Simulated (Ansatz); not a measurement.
A distorted cell of BaSnO3 (cubic perovskite):

```
BaSnO3
1.0
    4.13130     0.00000     0.00000
    0.00000     4.13130     0.00000
    0.00000     0.00000     4.13130
Ba Sn O
1 1 3
Direct
  0.00000   0.00000   0.00000
  0.50000   0.50000   0.56003
  0.00000   0.50000   0.50000
  0.50000   0.50000   0.00000
  0.50000   0.00000   0.50000
```

These are r2SCAN (plane waves to 500 eV, PAW, scalar-relativistic; Ansatz, a program for electronic structure) values and carry that method's errors. k mesh 7×7×7 (Γ-centred), Fermi-Dirac smearing 0.05 eV. Energies are smeared free energies. Compression counts positive. BaSnO3 was relaxed with its symmetry unable to fall.

Task: Predict the force on every atom, in eV/Å.

Result: 
```tsv
atom	Fx	Fy	Fz
Ba1	0.000	0.000	0.853
Sn2	0.000	0.000	-6.234
O3	0.000	0.000	0.186
O4	0.000	0.000	5.009
O5	0.000	0.000	0.186
```

Task: What is the stress tensor (GPa)?

Result: 
```
   -0.2      0.0      0.0
    0.0     -0.2      0.0
    0.0      0.0     16.3
```
The pressure, a third of the trace, is 5.3 GPa.

Task: In it atom 2 sits (0.000, 0.000, 0.248) Å away from its relaxed site. What is its energy relative to the relaxed cell?

Result: 657 meV/cell.

(For displaced atoms, the force is minus the slope of the energy, and its curvature is a force constant, which sets phonon frequencies.)
